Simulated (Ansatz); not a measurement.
# MoTe2 (Te2Mo-type): a single-point run

Wanted: a converged single-point run for MoTe2 (Te2Mo-type), and a check of what comes out. The structure is shown as the input types it.

Computed with Ansatz 0.2.0 (DFT r2SCAN, scalar-relativistic, plane waves, PAW, unless a step's input says otherwise).

## 1. Starting point

The structure is hexagonal, space group P6_3/mmc (No. 194). The conventional cell has a = 3.564 Å, b = 3.564 Å, c = 14.720 Å, α = 90.00°, β = 90.00°, γ = 120.00°. Around Te (site symmetry 3m) lie 3 Mo at 2.73 Å. Mo (site symmetry -6m2) is surrounded by 6 Te at 2.73 Å.

Structure file:

```
CELL_PARAMETERS angstrom
3.56368 0.00000 0.00000
-1.78184 3.08624 0.00000
0.00000 0.00000 14.71971
ATOMIC_POSITIONS crystal
Te 0.33333 0.66667 0.62844
Te 0.66667 0.33333 0.12844
Te 0.33333 0.66667 0.87156
Te 0.66667 0.33333 0.37156
Mo 0.33333 0.66667 0.25000
Mo 0.66667 0.33333 0.75000
```

## 2. The run

File input.yaml:

```yaml
crystal:
  lattice:
    - [3.563679761386, 0.0, 0.0]
    - [-1.781839880693, 3.086237204312, 0.0]
    - [0.0, 0.0, 14.7197071926]
  atoms:
    - { symbol: Te, position: [0.3333333333333, 0.6666666666667, 0.6284395073] }
    - { symbol: Te, position: [0.6666666666667, 0.3333333333333, 0.1284395073] }
    - { symbol: Te, position: [0.3333333333333, 0.6666666666667, 0.8715604927] }
    - { symbol: Te, position: [0.6666666666667, 0.3333333333333, 0.3715604927] }
    - { symbol: Mo, position: [0.3333333333333, 0.6666666666667, 0.25], spin: 2.0 }
    - { symbol: Mo, position: [0.6666666666667, 0.3333333333333, 0.75], spin: 2.0 }
basis:
  ecutwfc: 500
  ecutrho_ratio: 4
kpoints:
  mp_grid: { grid: [8, 8, 2] }
hamiltonian:
  xc: r2scan
scf:
  occupations: { method: gaussian, width: 0.05 }
  convergence: { dr2_threshold: 1.0e-16 }
  max_iter: 80
output:
  forces: true
  stress: true
magnetization:
  spin_polarized: true
```

Run with:

```sh
$ ansatz run input.yaml --threads 4 --pin off --max-ram 7168MiB --backend cpu --events-out ev --progress --plain --runs-dir out
```

**Question.** How will this run end, and is anything wrong with its input?

The program finished normally, with warnings (seeded moment not kept, stability check not made). Its log warns: «the starting moments were not kept: the SCF closed with an absolute magnetisation of 6.9e-9 μB, where they sum to 4 μB in size (2 sites) ...»

In the input, scf.convergence.dr2_threshold is 1.0e-16. What could go wrong: threshold needlessly tight. Once met, so tight a threshold does no harm; it costs cycles.

Run again and compare: delete scf.convergence.dr2_threshold (the default then holds).
